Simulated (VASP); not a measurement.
InSb in VASP 6.6.1, relaxation

INCAR

```
LCHARG = .FALSE.
EDIFF = 1E-7
NSW = 40
IBRION = 2
ISMEAR = -1
PREC = Accurate
EDIFFG = -5E-3
ENCUT = 600
LWAVE = .FALSE.
ISIF = 3
SIGMA = 0.02
LASPH = .TRUE.
ALGO = All
LREAL = .FALSE.
NBANDS = 11
GGA = PS
NELM = 99
```

KPOINTS

```
KPOINTS created by Atomic Simulation Environment
0
Gamma
6 6 6
0 0 0
```

POSCAR

```
In Sb
 1.0000000000000000
     3.7989045434132893   -0.0000000000000000    0.0000000000000000
    -0.0000000000000000    3.7989045434132893    0.0000000000000000
     0.0000000000000000    0.0000000000000000    3.7989045434132893
 In  Sb
   1   1
Cartesian
 -0.0000000000000000  0.0000000000000000  0.0000000000000000
  1.8994522717066447  1.8994522717066447  1.8994522717066447
```

The recommended PBE PAW datasets give the neutral cell 18 valence electrons.

Command

```
mpirun -np 1 vasp_std
```

Task: How does this run end, and what does it give?

Result: It converged. Results: relaxed cell vector lengths 3.727, 3.727, 3.727 Å; relaxed cell volume 51.75 Å³.

OSZICAR

```
N       E                     dE             d eps       ncg     rms           ort
DAV:   1     0.107825644233E+03    0.10783E+03   -0.86626E+03   220   0.199E+03
DAV:   2     0.316108733625E+00   -0.10751E+03   -0.10661E+03   220   0.350E+02
DAV:   3    -0.717718985144E+01   -0.74933E+01   -0.71732E+01   220   0.943E+01
DAV:   4    -0.739199244776E+01   -0.21480E+00   -0.21343E+00   220   0.173E+01
DAV:   5    -0.740040559612E+01   -0.84131E-02   -0.84112E-02   220   0.309E+00
SDA:   6    -0.729767451277E+01    0.10273E+00   -0.84112E-02   220   0.435E+00   0.000E+00
CGA:   7    -0.733841020449E+01   -0.40736E-01   -0.40887E-01   220   0.265E-01  -0.157E-02
CGA:   8    -0.734691913372E+01   -0.85089E-02   -0.85063E-02   220   0.324E-02   0.526E-04
CGA:   9    -0.734805003167E+01   -0.11309E-02   -0.11268E-02   220   0.146E-02   0.279E-04
CGA:  10    -0.734833903439E+01   -0.28900E-03   -0.28857E-03   220   0.509E-03  -0.209E-04
...
CGA:   4    -0.737586230678E+01   -0.20938E-03   -0.20957E-03   220   0.321E-03  -0.402E-05
CGA:   5    -0.737592382882E+01   -0.61522E-04   -0.62413E-04   220   0.107E-03   0.108E-04
CGA:   6    -0.737595351354E+01   -0.29685E-04   -0.29684E-04   220   0.187E-04  -0.265E-06
CGA:   7    -0.737596105677E+01   -0.75432E-05   -0.75964E-05   220   0.407E-05  -0.389E-06
CGA:   8    -0.737596153753E+01   -0.48077E-06   -0.58522E-06   220   0.988E-06   0.744E-06
CGA:   9    -0.737596189144E+01   -0.35390E-06   -0.35196E-06   220   0.385E-06   0.890E-07
 trl  10    -0.737596184842E+01    0.43017E-07   -0.17863E-06   220   0.420E-06  -0.959E-06
SDA:  11    -0.737596206075E+01   -0.16932E-06   -0.17863E-06   220   0.442E-06  -0.341E-06
SDA:  12    -0.737596206509E+01   -0.43403E-08   -0.41772E-07   220   0.833E-07   0.179E-06
   3 F= -.73759621E+01 E0= -.73754040E+01  d E =-.274398E-01
```

Standard output (part)

```
POSCAR found type information on POSCAR InSb
 POSCAR found :  2 types and       2 ions
 LDA part: xc-table for (Slater+PW92), standard interpolation
 POSCAR, INCAR and KPOINTS ok, starting setup
 WAVECAR not read
 entering main loop
 gam= 0.000 g(H,U,f)=  0.410E+00 0.196E-01 0.526E-02 ort(H,U,f) = 0.000E+00 0.000E+00 0.000E+00
 gam= 0.000 trial= 0.400  step=  0.1881 mean=  0.4000
 gam= 0.061 g(H,U,f)=  0.195E-01 0.521E-02 0.186E-02 ort(H,U,f) =-0.150E-01 0.100E-01 0.340E-02
 gam= 0.061 trial= 0.379  step=  0.6431 mean=  0.3788
 gam= 0.122 g(H,U,f)=  0.263E-02 0.485E-03 0.125E-03 ort(H,U,f) =-0.201E-02 0.154E-02 0.526E-03
 gam= 0.122 trial= 0.405  step=  0.6951 mean=  0.4052
 gam= 0.450 g(H,U,f)=  0.123E-02 0.180E-03 0.459E-04 ort(H,U,f) =-0.495E-03 0.407E-03 0.116E-03
 gam= 0.450 trial= 0.434  step=  0.3928 mean=  0.4342
 gam= 0.349 g(H,U,f)=  0.476E-03 0.272E-04 0.578E-05 ort(H,U,f) =-0.193E-03 0.137E-03 0.354E-04
 gam= 0.349 trial= 0.430  step=  0.5147 mean=  0.4301
 gam= 0.194 g(H,U,f)=  0.925E-04 0.529E-05 0.744E-06 ort(H,U,f) =-0.277E-04 0.314E-04 0.656E-05
 gam= 0.194 trial= 0.439  step=  0.7131 mean=  0.4385
 gam= 0.350 g(H,U,f)=  0.337E-04 0.774E-06 0.141E-07 ort(H,U,f) = 0.770E-06 0.341E-05 0.226E-06
 gam= 0.350 trial= 0.466  step=  0.4496 mean=  0.4660
 gam= 0.512 g(H,U,f)=  0.167E-04 0.694E-06 0.225E-06 ort(H,U,f) =-0.267E-05-0.599E-06-0.420E-06
 gam= 0.512 trial= 0.464  step=  0.7442 mean=  0.4644
...
```

| ionic step | ΔE (meV/atom) | volume (Å³) | largest force (eV/Å) | pressure (GPa) | electronic steps |
| --- | --- | --- | --- | --- | --- |
| 1 | 0.0 | 54.82 | 0.000 | -2.66 | 19 |
| 2 | -13.3 | 51.30 | 0.000 | 0.52 | 14 |
| 3 | -13.7 | 51.75 | 0.000 | 0.02 | 12 |

For comparison, a separate PBEsol relaxation on usual settings, not on those above, ends at 51.62 Å³.
